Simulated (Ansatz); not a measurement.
# One input, then a changed one: LiBr

First run: DFT, PBEsol, PAW with Ansatz's default frozen-core files, scalar-relativistic (Ansatz 0.2.0).

Command: `ansatz run input.yaml --threads 1 --pin off --max-ram 2048MiB --backend cpu --events-out ev --progress --plain --runs-dir out` It took 1 s on 1 thread of Arm Neoverse V2 (shared host), peak memory 0.27 GiB.

```yaml
crystal:
  lattice:
    - [0.0, 2.4737285602, 2.4737285602]
    - [2.4737285602, 0.0, 2.4737285602]
    - [2.4737285602, 2.4737285602, 0.0]
  atoms:
    - { symbol: Li, position: [0.0, 0.0, 0.0] }
    - { symbol: Br, position: [0.5, 0.5, 0.5] }
kpoints:
  mp_grid: { grid: [9, 9, 9] }
  band_path:
    path:
      - [0.0, 0.0, 0.0]
      - [0.5, 0.0, 0.5]
      - [0.625, 0.25, 0.625]
      - [0.375, 0.375, 0.75]
      - [0.0, 0.0, 0.0]
      - [0.5, 0.5, 0.5]
      - [0.5, 0.25, 0.75]
      - [0.5, 0.0, 0.5]
    npoints: 6
scf:
  occupations: { method: fermi_dirac, width: 0.03 }
hamiltonian:
  xc: pbesol
  pseudopotentials: { kind: paw }
output:
  forces: true
  stress: true
  eigenvalues: true
  populations: true
```

The base volume is that of a database entry, so it needn't be at zero pressure; the structure needn't be the stable phase, at rest or compressed.

This run: volume at 0.75 of the series' base cell.

It converges in 6 SCF iterations at a pressure of 13.97 GPa, cutoff 420 eV.

The input is then changed:

```diff
   occupations: { method: fermi_dirac, width: 0.03 }
+  mixing: { algorithm: broyden, beta: 0.05 }
 hamiltonian:
```

Question: What does the second run give?

Answer: It converges in 11 SCF iterations at a pressure of 13.97 GPa, cutoff 420 eV, free energy 0.0 meV/atom against the first run's. Results part of its log:
```
SCF 1 converged in 11 iterations: F = -2942.267542 eV  dr2 = 1.19e-10
  greatest PAW one-centre occupation: 1.000 electrons in one spin orbital (limit 2), on the Li atom at site 0 (counted from 0), in its partial waves of l = 0
NSCF: frozen V_eff on 43 k-points
SCF converged after 11 iterations
Stability not checked: this state was not tested for a lower state beside it, because the mixer in use, unlike msr1, does not test its closes by its own steps (another_mixer; see scf.mixing.algorithm and scf.lower_state_search)
Free energy (F): -2942.267542 eV
Harris-Foulkes:  -2942.267542 eV  (|F-HF|=6.37e-11)
Internal energy: -2942.267542 eV  (E = F + TS)
E sigma→0 (E₀):  -2942.267542 eV
Fermi energy:    8.147144 eV
--- Per-component energies (eV) ---
  E_band       = -74.746767
  E_kinetic    = 160.566825
  E_local      = -251.394725  (includes V_loc(G=0)·N_el)
  E_nonlocal   = 38.379900
  E_hartree    = 61.269532
  E_xc         = -275.111150
  E_vxc        = -121.456996  (∫ρ·V_xc dr)
  E_paw        = -2222.479946  (= ΣΔE_a)
  E_vpaw       = -23.380940  (= ΣTr[D̂ρ^β])
  E_aug_tail   = 0.000014  (compensation charges beyond the density's cutoff)
  E_ewald      = -453.590263
  E_core_change = 0.092270  (= ΣΔE_core)
  E_smearing   = -0.000000  (= −TS)
  E_closure    = 0.000000  (closes the sum)
  Σ components = -2942.267542   (vs F -2942.267542, Δ=0.00e0)
--- Forces (eV/Å), atoms counted from 1 ---
  atom   1  Li    -0.00000000     0.00000000     0.00000000
  atom   2  Br     0.00000000    -0.00000000     0.00000000
  max |Σ_I F_I| component: 9.14e-30 eV/Å
--- Stress (GPa, compression-positive) ---
       13.973924       0.000000       0.000000
       -0.000000      13.973924       0.000000
       -0.000000       0.000000      13.973924
  P = ⅓ Tr σ = 13.9739 GPa (139.739 kbar)
--- Band table (eV; the first three rows and the last of 35) ---
  k-point 0: bands = ["-38.2056", "-9.5737", "5.3205", "5.3205", "5.3205", "11.9054", "15.8418", "15.8418", "15.8418"]
  k-point 1: bands = ["-38.2049", "-9.4755", "4.5798", "5.2585", "5.2585", "12.3162", "15.3102", "15.9199", "15.9199"]
  k-point 2: bands = ["-38.2030", "-9.2095", "3.0874", "5.1137", "5.1137", "12.1060", "14.9088", "14.9088", "16.0759"]
  k-point 34: bands = ["-38.1975", "-8.1578", "1.4754", "1.9604", "3.5325", "13.8595", "14.4053", "14.8174", "16.6956"]
--- Löwdin populations: 2 sites ---
  site symbol       q [e]
     0     Li      2.3915
     1     Br      7.5191
  spilling = 0.008941 (of n_electrons = 10.000000)
```
